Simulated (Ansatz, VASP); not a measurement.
Two plane-wave programs on BAs

POSCAR

```
BAs
1.0
    3.4318716532      0.0000000000      0.0000000000
   -1.7159358266      2.9720880342      0.0000000000
    0.0000000000      0.0000000000      8.9160949521
B As
2 2
Direct
    0.3333333333      0.6666666667      0.2500000000
    0.6666666667      0.3333333333      0.7500000000
    0.6666666667      0.3333333333      0.2500000000
    0.3333333333      0.6666666667      0.7500000000
```

Contents of INCAR.step1:

```
PREC     = Accurate       # precision mode
ENCUT    = 520            # plane-wave cutoff, eV
ISMEAR   = 0              # smearing method
SIGMA    = 0.01           # smearing width, eV
LREAL    = F              # projectors in reciprocal space
LASPH    = T              # aspherical terms in the spheres
NELM     = 100            # most SCF steps
NBANDS   = 16             # bands
GGA      = PE             # functional
ALGO     = Normal         # electronic algorithm
EDIFF    = 1E-4           # SCF threshold, eV
LWAVE    = T              # write WAVECAR
LCHARG   = F              # write CHGCAR
```

The input INCAR.step2:

```
PREC     = Accurate       # precision mode
ENCUT    = 520            # plane-wave cutoff, eV
EDIFF    = 1E-6           # SCF threshold, eV
ISMEAR   = 0              # smearing method
SIGMA    = 0.01           # smearing width, eV
LREAL    = F              # projectors in reciprocal space
LASPH    = T              # aspherical terms in the spheres
NELM     = 100            # most SCF steps
ALGO     = Normal         # electronic algorithm
ISIF     = 2              # what is computed and relaxed
LWAVE    = F              # write WAVECAR
LCHARG   = F              # write CHGCAR
METAGGA  = R2SCAN         # meta-GGA
LMIXTAU  = T            
NBANDS   = 16             # bands
ISTART   = 1
```

KPOINTS

```
Automatic mesh
0
Gamma
  9 9 4
```

Input for Ansatz:

```yaml
crystal:
  lattice:
    - [3.4318716532, 0.0, 0.0]
    - [-1.7159358266, 2.9720880342, 0.0]
    - [0.0, 0.0, 8.9160949521]
  atoms:
    - { symbol: B, position: [0.3333333333, 0.6666666667, 0.25] }
    - { symbol: B, position: [0.6666666667, 0.3333333333, 0.75] }
    - { symbol: As, position: [0.6666666667, 0.3333333333, 0.25] }
    - { symbol: As, position: [0.3333333333, 0.6666666667, 0.75] }
kpoints:
  mp_grid: { grid: [9, 9, 4] }
hamiltonian:
  xc: r2scan
scf:
  occupations: { method: fixed }
  n_extra_bands: 5
output:
  forces: true
  stress: true
  eigenvalues: true
```

Alike in both runs: task single point; functional r2SCAN; k mesh 9 × 9 × 4; no spin polarisation.

```csv
,VASP,Ansatz
version,VASP 6.6.1,Ansatz 0.2.0
potentials or method,"VASP PAW PBE potentials, release 64 (B, As)","plane waves, PAW"
plane-wave cutoff (eV),520,500
occupations,"gaussian, width 0.01 eV",fixed
valence electrons in the cell,16,36
```

VASP gave:

| Property | Result |
| --- | --- |
| gap on the k mesh at the Fermi level (eV) | 1.00 |
| pressure (GPa) | -4.4 |
| largest component of the traceless stress (GPa) | 4.21 |

Question: Estimate Ansatz's values.

Answer: gap on the k mesh at the Fermi level (eV): 1.00; pressure (GPa): -4.5; largest component of the traceless stress (GPa): 4.36.

The two sets of potentials don't hold the same shells in valence.

Caveats: the PAW data sets were made with another functional, which shifts forces and pressure a little (VASP); an odd mesh through Γ misses points on the zone boundary, where band edges often lie. r2SCAN opens gaps a little over a GGA but as a rule still falls short of measured ones.
